## How a light atom delays the classical heat capacity: boron arsenide

A crystal stores heat mainly in the vibrations of its atoms. Classical physics gives each atom a heat capacity of 3 k, where k is Boltzmann's constant, whatever the masses and the bonds. Quantum mechanics delays the approach to this limit, because a vibration can take up energy only in steps. Boron arsenide, BAs, shows the delay clearly, since it joins a light atom to a heavy one by stiff bonds.

The table follows one crystal, with one set of calculated force constants, as the temperature T rises. The phonon entropy S and the phonon heat capacity C are given in units of k per atom. The phonon free energy F holds the vibrational part only, zero-point energy included. What should stand in the last two rows?

Ansatz 0.2.0, PBE, scalar-relativistic, PAW with plane waves to 420 eV, no spin polarization: BAs (F-43m, 2 atoms per cell), k mesh 12×12×12. Harmonic phonons by linear response on a 4×4×4 q mesh; heat capacity at constant volume, free energy vibrational only, with zero-point energy.

```csv
temperature (K),phonon entropy (kB/atom),phonon free energy (meV/atom),phonon heat capacity (kB/atom)
100,0.402,78.20,0.790
200,1.203,71.30,1.563
300,1.944,57.70,2.089
400,2.592,38.10,2.402
500,3.150,13.30,2.586
600,3.632,-16.00,2.699
700,4.054,-49.20,2.773
800,4.428,-85.70,2.823
900,?,?,?
1000,?,?,?
```

### Two groups of vibrations

At 100 K the heat capacity is 0.790, already about a quarter of the classical limit. At 300 K it is 2.089, about 70% of the limit. At 800 K it has reached only 2.823, and each step of 100 K adds less than the one before. If all vibrations had the same energy step, one small enough to give the value at 100 K would bring the crystal closer to the limit at 800 K. Some vibrations must therefore be active early, while others wake up late. The primitive cell suggests which ones.

It holds two atoms and so has six branches of vibration. In the three acoustic branches, at long wavelength, boron and arsenic move together, and the whole mass of the cell slows the motion. In the three optical branches, again at long wavelength, the two atoms move against each other. Boron, about seven times lighter, does most of that moving, and the stiff bonds pull it back quickly. A fast vibration has a large energy step, which thermal energy can supply only when the crystal is hot.

The simplest model that keeps this difference gives each group of three branches a single energy step. This is Einstein's model of a solid, used twice. The mean of the two steps follows from the zero-point energy, which the same calculation supplies. An atom accounts for three vibrations, and each holds half a step at absolute zero:

79.26 meV = 3 × ½ × mean step, so the mean step is 52.84 meV.

Only the distance of the two groups from this mean remains to be found. A least-squares fit to the eight known heat capacities puts them 27.88 meV below and above it, at about 25.0 and 80.7 meV. The fit also had a free prefactor, which came out at 0.999. Since the number of vibrations is known by counting, the forecasts use exactly one.

The two energies are averages over broad bands, not lines that a spectrometer would find. The heat capacities alone show only that two well-separated energies describe them closely. The phonon frequencies from the same calculation confirm the assignment: the three acoustic branches lie below about 40 meV, the three optical ones above about 72 meV, and nothing lies between. The description is poorest at 200 K, where it gives 1.573 instead of 1.563.

The model explains the value at room temperature. At 300 K the lower group contributes more than nine tenths of its classical share, the upper group only about half. The heat capacity that BAs still lacks at room temperature is thus mostly that of the fast optical vibrations.

This matters where BAs is considered for spreading heat in electronic devices. From 300 to 400 K the calculated heat capacity rises by 15%, starting from about 2.1 J per cm³ and kelvin. A thermal simulation that keeps the 300 K value above room temperature will overestimate how far a short pulse of heat warms the material. A steady temperature profile is unaffected, because it depends on the conductivity and not on the heat capacity.

### The heat capacity at 900 K

A vibration with energy step E contributes the fraction

c(x) = x² eˣ / (eˣ − 1)², with x = E/kT,

of its classical heat capacity. At 900 K the thermal energy kT is 77.56 meV. The upper group then has x = 80.72/77.56 = 1.041 and c = 0.9144; the lower group has x = 24.97/77.56 = 0.322 and c = 0.9914. Each group supplies half of the three vibrations per atom, so

C = 1.5 × (0.9144 + 0.9914) = 2.859.

The same steps give 2.885 at 1000 K. Both temperatures lie above those used in the fit, so these are true extrapolations. A range of ±0.003 allows for the small misfit in the hotter known rows and for the rounding of the table.

A Debye solid makes a useful comparison. It treats the vibrations as sound waves up to a sharp upper limit, and the same zero-point energy fixes that limit, at a Debye temperature of 818 K. This model gives 2.880 at 900 K and 2.902 at 1000 K. It is already too high by 0.026 at 800 K, which is a good reason to distrust it further up.

The cause of its failure is instructive. When kT is large, the fraction c falls short of one by about x²/12. The shortfall of the whole crystal therefore depends on the mean square of the energy steps. Two solids can have the same mean step and still differ in the mean square, and the one with the wider spread stays further below the classical limit. In the two-group model the spread raises the mean square above the squared mean by (27.88/52.84)², or 28%; in a Debye solid it does so by only one part in fifteen. Debye's picture has no separate place for fast boron vibrations, so it lets the crystal become classical too soon.

### From heat capacity to entropy and free energy

Entropy needs more care, because it is the integral of C/T from absolute zero. The division by T gives great weight to whatever happens in the cold. Real acoustic vibrations include very slow ones, with energy steps down to zero, and these are active well below 100 K. The two-group model has replaced them by a single step of 25 meV, which is still largely frozen there.

The entropy of the model should therefore be too small, and by an amount that hardly changes once the crystal is warm. The known rows bear this out. The model lacks 0.06 k per atom at 100 K and about 0.05 k from 300 K to 800 K. A picture that is good enough for the heat capacity can thus carry a lasting error in the entropy, acquired before the first row of the table.

The remedy is to start from the calculated entropy at 800 K and to ask the model only for the increase. Between 800 and 900 K the heat capacity averages (2.823 + 2.859)/2 = 2.841, so

S = 4.428 + 2.841 × ln(900/800) = 4.763.

The free energy follows from the entropy, since it falls with temperature at the rate S. The mean entropy over this interval is close to 4.60 k, and k times 100 K is 8.62 meV. The free energy should therefore drop by about the product of the two; the model, evaluated without rounding, gives 39.6 meV and places F at −125.3 meV.

The complete forecasts are these:

| Temperature | Heat capacity (k/atom) | Entropy (k/atom) | Free energy (meV/atom) |
|---|---|---|---|
| 900 K | 2.859 ± 0.003 | 4.763 ± 0.002 | −125.3 ± 0.6 |
| 1000 K | 2.885 ± 0.003 | 5.065 ± 0.002 | −167.7 ± 0.6 |

In words, the heat capacity keeps rising by smaller steps and stays below 3. The entropy also rises by shrinking steps, while the free energy falls by growing ones, because the entropy that sets its slope is still increasing. The range for the free energy is wide for a mundane reason. The known values all end in a zero, so they seem to carry only three digits, and beyond −100 that would mean rounding to whole meV.

### The calculated values

The withheld rows as computed:

```csv
temperature (K),phonon entropy (kB/atom),phonon free energy (meV/atom),phonon heat capacity (kB/atom)
900,4.763,-125.40,2.858
1000,5.065,-167.70,2.884
```

All six values lie within their ranges, and the three trends continue as forecast. The heat capacities are 2.858 and 2.884, each less than 0.001 below the unrounded forecast. Had the fitted prefactor of 0.999 been kept, the forecasts would have been about 0.002 too low. Counting the vibrations was a better guide than the fit. The Debye values are too high by about 0.02 in both rows.

The entropies agree to better than 0.001 k, so the shortfall acquired in the cold did stay constant. The free energies agree to within 0.1 meV. Here the stated range was far too generous, and the reason for it was wrong: the table keeps tenths of a meV beyond −100 as well. The physics had allowed a sharper forecast than the one made.

Why does so crude a spectrum succeed? In the hot crystal the heat capacity depends almost entirely on the mean square of the energy steps. The zero-point energy supplies their mean, and the known heat capacities supply the spread. The finer shape of the bands enters only through higher powers of E/kT, which fade quickly as T rises. The agreement therefore supports the mean square of the steps, but it can't by itself show that the vibrations form two groups. That is known from the calculated frequencies, which fill two separate bands.

Nor does it show that a real crystal follows these numbers. The withheld rows come from the same harmonic force constants as the known ones, so any error in those constants is shared by both. PBE tends to make bonds slightly too soft, which would lower the energy steps and raise the heat capacity a little. The interpolation of the vibrations leaves out the quadrupole term, which is allowed here because no atom sits at a centre of inversion, and the size of that error is unknown. The calculation also keeps the volume fixed. A heated sample expands and its vibrations become anharmonic, and both effects matter most in the hottest rows. A measurement at constant pressure has no reason to stop at 3.

For quick estimates within the harmonic picture, the square law gives a practical rule: the gap between the heat capacity and 3 shrinks as 1/T². From 800 to 1000 K it should fall from 0.177 to 0.177 × (800/1000)² = 0.113; the calculated gap is 3 − 2.884 = 0.116. Starting from 400 K, the rule predicts 0.598/4 = 0.15 at 800 K, where the table has 0.177. It should be used only once kT is comparable with the energy step of the fastest vibrations, which in BAs means from about 800 K upwards.
